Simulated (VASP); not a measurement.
Here is a VASP 6.6.1 calculation.

File INCAR:

```
SYSTEM = HgSe
PREC = Accurate
ENCUT = 520
EDIFF = 1E-6
ISMEAR = 0
SIGMA = 0.03
LREAL = .False.
LASPH = .True.
NELM = 80
ALGO = Normal
ISIF = 2
LWAVE = .False.
LCHARG = .False.
METAGGA = R2SCAN
LMIXTAU = .True.
NBANDS = 16
KPAR = 4
```

File KPOINTS:

```
regular mesh
0
Gamma
  10 10 10
  0 0 0
```

File POSCAR:

```
HgSe                                    
1.0
    0.0000000000      3.0728100868      3.0728100868
    3.0728100868      0.0000000000      3.0728100868
    3.0728100868      3.0728100868      0.0000000000
  Hg              Se            
     1     1
Direct
     0.0000000000000000    0.0000000000000000    0.0000000000000000
     0.2500000000000000    0.2500000000000000    0.2500000000000000
```

The input KPOINTS_OPT:

```
explicit points
252
Reciprocal
 0.0000000000  0.0000000000  0.0000000000 1
 0.0357142857  0.0000000000  0.0357142857 1
 0.0714285714  0.0000000000  0.0714285714 1
 0.1071428571  0.0000000000  0.1071428571 1
 0.1428571429  0.0000000000  0.1428571429 1
 0.1785714286  0.0000000000  0.1785714286 1
[... 244 lines left out ...]
 0.5119702700  0.0239405400  0.5119702700 1
 0.4880297300 -0.0239405400  0.4880297300 1
```

Potentials or basis: VASP PAW PBE potentials, release 64 (Hg, Se).

Run with:

```console
$ cat potpaw_PBE.64/Hg/POTCAR potpaw_PBE.64/Se/POTCAR > POTCAR
$ mpirun -np 4 vasp_std > vasp.out
```

(1) Predict the band gap along the path.

(2) What does it give for the pressure?

## Answers

(1) none (metal or under the smearing width).

(2) 1.2 GPa.

Caveat: the PAW data sets were made with another functional, which shifts forces and pressure a little; spin-orbit coupling is left out, which moves the levels of the heavy elements.
